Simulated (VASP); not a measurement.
Here is a VASP 6.6.1 calculation.

INCAR

```
  PREC = Accurate
  ENCUT = 520
  EDIFF = 1E-7
  ISMEAR = 0
  SIGMA = 0.03
  LREAL = F
  LASPH = T
  NELM = 80
  ALGO = Normal
  ISIF = 2
  LWAVE = F
  LCHARG = F
  GGA = CA
  KPAR = 2
```

KPOINTS

```
Automatic mesh
0
Gamma
  8 8 8
```

The input POSCAR:

```
BaF2                                    
1.0
    0.0000000000      3.0882183966      3.0882183966
    3.0882183966     -0.0000000000      3.0882183966
    3.0882183966      3.0882183966      0.0000000000
  Ba              F             
     1     2
Direct
     0.0000000000000000    0.0000000000000000    1.0000000000000000
     0.2500000000000000    0.2500000000000000    0.2500000000000000
     0.7500000000000000    0.7500000000000000    0.7500000000000000
```

The input KPOINTS_OPT:

```
explicit points
252
Reciprocal
 0.0000000000  0.0000000000  0.0000000000 1
 0.0357142857  0.0000000000  0.0357142857 1
 0.0714285714  0.0000000000  0.0714285714 1
 0.1071428571  0.0000000000  0.1071428571 1
 0.1428571429  0.0000000000  0.1428571429 1
 0.1785714286  0.0000000000  0.1785714286 1
[... 244 lines left out ...]
 0.4877892600  0.0122107400  0.5000000000 1
 0.5122107400 -0.0122107400  0.5000000000 1
```

Potentials or basis: VASP PAW LDA potentials, release 64 (Ba_sv, F).

Command:

```bash
$ cat potpaw_LDA.64/Ba_sv/POTCAR potpaw_LDA.64/F/POTCAR > POTCAR
$ mpirun -np 2 vasp_std > vasp.out
```

Q: Estimate the band gap along the path.

A: 6.43 eV, indirect (least direct gap 6.53 eV).

Q: Estimate the pressure.

A: -2.7 GPa.

Q: Predict the band gap on the k mesh.

A: 6.43 eV, indirect (least direct gap 6.53 eV).

Levels at the corners of the path, in eV from the valence-band top:
| point | band 8 | band 9 | band 10 | band 11 | band 12 | band 13 | band 14 | band 15 | band 16 |
| --- | --- | --- | --- | --- | --- | --- | --- | --- | --- |
| Γ | -1.59 | -1.59 | -0.10 | -0.10 | -0.10 | 6.43 | 9.11 | 9.11 | 11.40 |
| X | -0.39 | -0.39 | -0.33 | -0.33 | -0.15 | 7.01 | 8.93 | 10.71 | 12.02 |
| X | -0.39 | -0.39 | -0.33 | -0.33 | -0.15 | 7.01 | 8.93 | 10.71 | 12.02 |
| W | -0.64 | -0.37 | -0.37 | -0.34 | -0.21 | 7.31 | 9.74 | 9.82 | 9.82 |
| W | -0.64 | -0.37 | -0.37 | -0.34 | -0.21 | 7.31 | 9.74 | 9.82 | 9.82 |
| K | -0.58 | -0.56 | -0.35 | -0.22 | -0.19 | 7.30 | 9.30 | 9.89 | 10.62 |
| K | -0.58 | -0.56 | -0.35 | -0.22 | -0.19 | 7.30 | 9.30 | 9.89 | 10.62 |
| Γ | -1.59 | -1.59 | -0.10 | -0.10 | -0.10 | 6.43 | 9.11 | 9.11 | 11.40 |
| Γ | -1.59 | -1.59 | -0.10 | -0.10 | -0.10 | 6.43 | 9.11 | 9.11 | 11.40 |
| L | -1.17 | -0.72 | -0.37 | -0.18 | -0.18 | 9.00 | 9.09 | 9.09 | 9.41 |
| L | -1.17 | -0.72 | -0.37 | -0.18 | -0.18 | 9.00 | 9.09 | 9.09 | 9.41 |
| U | -0.58 | -0.56 | -0.35 | -0.22 | -0.19 | 7.30 | 9.30 | 9.89 | 10.62 |
| U | -0.58 | -0.56 | -0.35 | -0.22 | -0.19 | 7.30 | 9.30 | 9.89 | 10.62 |
| W | -0.64 | -0.37 | -0.37 | -0.34 | -0.21 | 7.31 | 9.74 | 9.82 | 9.82 |
| W | -0.64 | -0.37 | -0.37 | -0.34 | -0.21 | 7.31 | 9.74 | 9.82 | 9.82 |
| L | -1.17 | -0.72 | -0.37 | -0.18 | -0.18 | 9.00 | 9.09 | 9.09 | 9.41 |
| L | -1.17 | -0.72 | -0.37 | -0.18 | -0.18 | 9.00 | 9.09 | 9.09 | 9.41 |
| K | -0.58 | -0.56 | -0.35 | -0.22 | -0.19 | 7.30 | 9.30 | 9.89 | 10.62 |
| U | -0.58 | -0.56 | -0.35 | -0.22 | -0.19 | 7.30 | 9.30 | 9.89 | 10.62 |
| X | -0.39 | -0.39 | -0.33 | -0.33 | -0.15 | 7.01 | 8.93 | 10.71 | 12.02 |

Caveat: spin-orbit coupling is left out, which moves the levels of the heavy elements.
